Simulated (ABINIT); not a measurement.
Runs of ABINIT 10.8.3 (patched build) on ZrN. The structure is cubic, space group Fm-3m (No. 225). The conventional cell has a = 4.600 Å, b = 4.600 Å, c = 4.600 Å, α = 90.00°, β = 90.00°, γ = 90.00°. Zr (site symmetry m-3m) has 6 N at 2.30 Å as nearest neighbours. N (site symmetry m-3m) has 6 Zr at 2.30 Å as nearest neighbours. 

| task | level | potentials or basis | spin | k mesh | cutoff (eV) | fine-grid cutoff | mesh quality | gap on the mesh (eV) | V0 of scaled cells (Å³/atom) | B0 (GPa) |
| --- | --- | --- | --- | --- | --- | --- | --- | --- | --- | --- |
| equation of state | LDA-PZ | JTH PAW LDA v2.0 | off | 10 × 10 × 10 | 680 | 1278.94 eV | not flagged | - | 11.58 | (a) |
| band structure | WC | JTH PAW PBE v2.0 | off | 10 × 10 × 10 | 680 | 1278.94 eV | not flagged | none | - | - |
| band structure | WC | JTH PAW PBE v2.0 | SOC, no magnetisation | 10 × 10 × 10 | 680 | 1278.94 eV | not flagged | none | - | - |
| equation of state | SOGGA | JTH PAW PBE v2.0 | off | 10 × 10 × 10 | 680 | 1278.94 eV | not flagged | - | 11.71 | 273 |
| single point | r2SCAN | JTH PAW PBE v2.0 | off | 6 × 6 × 6 | 816 | 1414.99 eV | coarse | none | - | - |

Alike in all rows: cell as given; smearing fermi-dirac 0.05 eV.

**Question.** Estimate the missing entries.

**Answer.** (a) 283.

Caveats: some runs use coarse meshes; the PAW data sets were made with another functional, which shifts forces and pressure a little (some runs); pressures at fixed basis lie under the slope of the energies (some runs).

A k mesh can miss the band edges, and rows without SOC leave out spin-orbit coupling on Zr.

A gap of «none» marks a metal or a gap under the smearing width.

Runs at the PBE level aren't shown here.
